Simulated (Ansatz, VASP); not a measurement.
**Ti in VASP and in Ansatz**

```
CELL_PARAMETERS angstrom
2.95000 0.00000 0.00000
-1.47500 2.55477 0.00000
0.00000 0.00000 4.68000
ATOMIC_POSITIONS crystal
Ti 0.66667 0.33333 0.75000
Ti 0.33333 0.66667 0.25000
```

Alike in both runs: functional BLYP; k mesh 6 × 6 × 3; occupations fermi-dirac, width 0.05 eV; no spin polarisation.

|  | VASP | Ansatz |
| --- | --- | --- |
| version | VASP 6.6.1 | Ansatz 0.2.0 |
| potentials or method | VASP PAW PBE potentials, release 64 (Ti_sv) | Ansatz PAW |
| plane-wave cutoff (eV) | 520 | 420 |
| valence electrons in the cell | 24 | 24 |
| task | single point | band structure |

|  | VASP | Ansatz | Ansatz less VASP |
| --- | --- | --- | --- |
| gap on the k mesh at the Fermi level (eV) | none | none | - |
| pressure (GPa) | 1.5 | 1.5 | 0.00 |
| largest component of the traceless stress (GPa) | 0.16 | 0.15 | -0.006 |

A gap of «none» marks a metal or a gap that the smearing closes. With one functional, cell and mesh, what is left measures potentials, basis and numerics.

Caveats: the k mesh is coarse (spacing up to 0.45 Å⁻¹), so the values aren't converged; the PAW data sets were made with another functional, which shifts forces and pressure a little (VASP); the PAW data sets come from PBE, with cores solved anew for the run's functional, which leaves a small shift of forces and pressure (Ansatz).
